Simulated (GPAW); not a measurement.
## HfN in GPAW: convergence with plane-wave cutoff (eV)

Input of the first run (plane-wave cutoff (eV) 300); the others differ in this setting and in those tied to it:

run.py

```python
from ase.dft.bandgap import bandgap
from ase.io import read, write
from ase.units import GPa
from gpaw import GPAW, PW

atoms = read('POSCAR')

calc = GPAW(mode=PW(300),
            xc='RPBE',
            kpts={'size': (10, 10, 10), 'gamma': True},
            occupations={'name': 'fermi-dirac', 'width': 0.05},
            nbands=19,
            convergence={'density': 1e-05, 'energy': 1e-05},
            maxiter=100,
            txt='gpaw.txt')
atoms.calc = calc
energy = atoms.get_potential_energy()
forces = atoms.get_forces()
stress = atoms.get_stress()
calc.write('gs.gpw')
write('result.traj', atoms)
print(f'Energy: {energy:.6f} eV')
print('Forces (eV/A):')
print(forces.round(4))
print('Stress (GPa):', (stress / GPa).round(3))
print('Fermi level:', round(calc.get_fermi_level(), 4), 'eV')
print(f'Gap: {bandgap(calc)[0]:.4f} eV, direct: {bandgap(calc, direct=True)[0]:.4f} eV')
```

The input POSCAR:

```
HfN
1.0
    0.0000000000      2.2560000000      2.2560000000
    2.2560000000      0.0000000000      2.2560000000
    2.2560000000      2.2560000000      0.0000000000
Hf N
1 1
Direct
    0.0000000000      0.0000000000      0.0000000000
    0.5000000000      0.5000000000      0.5000000000
```

Potentials or basis: the program's PAW data sets (release 1.2.1) made for this functional, pw.

The run is started by

```bash
$ OMP_NUM_THREADS=1 python run.py
```

Hardware: 1 thread of Arm Neoverse V1, on a shared host.

| plane-wave cutoff (eV) | energy less the tightest run, at zero smearing (meV/atom) | pressure (GPa) | SCF cycles | CPU time (s) | peak memory (GiB) |
| --- | --- | --- | --- | --- | --- |
| 300 | 2585.19 | -52.29 | 9 | 8.4 | 0.13 |
| 350 | 1580.66 | -37.30 | 10 | 9.1 | 0.13 |
| 400 | 913.45 | -22.48 | 9 | 9.6 | 0.13 |
| 500 | 294.47 | -3.14 | 9 | 16 | 0.14 |
| 600 | 84.50 | 6.63 | 9 | 14 | 0.15 |
| 700 | 22.65 | 10.57 | 9 | 15 | 0.16 |
| 800 | 5.59 | 12.00 | 9 | 24 | 0.16 |
| 1000 | 0.74 | 12.50 | 9 | 30 | 0.18 |
| 1200 | 0.00 | 12.52 | 9 | 42 | 0.21 |

Against the tightest run, the energy stays within 1 meV/atom from 1000 on; the pressure stays within 0.1 GPa from 1000 on. The tightest run that finished is the yardstick and may itself not be fully converged.

Spin-orbit coupling is left out, which matters for the levels of Hf.
